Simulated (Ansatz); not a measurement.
**A computed series for SrTe: response to strain**

The reference is SrTe in the rock salt structure (space group Fm-3m, No. 225; a = 6.6067 Å).

Strains are applied to the cell and any free atomic positions relax.

Method: Ansatz (an electronic-structure program) PBEsol, no spin-orbit coupling.

Notes on the quantities. hole mass: degenerate bands, along [100].

```csv
variant,hole mass,electron mass,volume per atom
base,"0.14, 0.85, 0.85 mₑ (at Γ)","1.3 mₑ along k, 0.24 mₑ across (at X)",36.05 Å³
isotropic strain −3.00 %,"0.14, 0.75, 0.75 mₑ (at Γ)","1.3 mₑ along k, 0.22 mₑ across (at X)",32.90 Å³
isotropic strain −2.50 %,"0.14, 0.77, 0.77 mₑ (at Γ)","1.3 mₑ along k, 0.22 mₑ across (at X)",33.41 Å³
isotropic strain −2.00 %,"0.14, 0.79, 0.79 mₑ (at Γ)","1.3 mₑ along k, 0.23 mₑ across (at X)",33.93 Å³
isotropic strain −1.50 %,"0.14, 0.80, 0.80 mₑ (at Γ)","1.3 mₑ along k, 0.23 mₑ across (at X)",34.45 Å³
isotropic strain −1.00 %,"0.14, 0.82, 0.82 mₑ (at Γ)","1.3 mₑ along k, 0.23 mₑ across (at X)",34.98 Å³
isotropic strain +1.50 %,"0.15, 0.91, 0.91 mₑ (at Γ)","1.3 mₑ along k, 0.26 mₑ across (at X)",37.69 Å³
isotropic strain +2.00 %,"0.15, 0.92, 0.92 mₑ (at Γ)","1.3 mₑ along k, 0.26 mₑ across (at X)",38.25 Å³
isotropic strain +2.50 %,"0.15, 0.94, 0.94 mₑ (at Γ)","1.3 mₑ along k, 0.26 mₑ across (at X)",38.82 Å³
isotropic strain +3.00 %,"0.15, 0.96, 0.96 mₑ (at Γ)","1.3 mₑ along k, 0.27 mₑ across (at X)",39.39 Å³
```

Spin-orbit coupling, missing from the scalar runs, can matter with Te. The levels and masses belong to the bands next to the band gap. Masses are band curvatures over ±0.01 Å⁻¹ around the edge. Along k means along the line from Γ to the band edge. Stability against distortions was not tested.
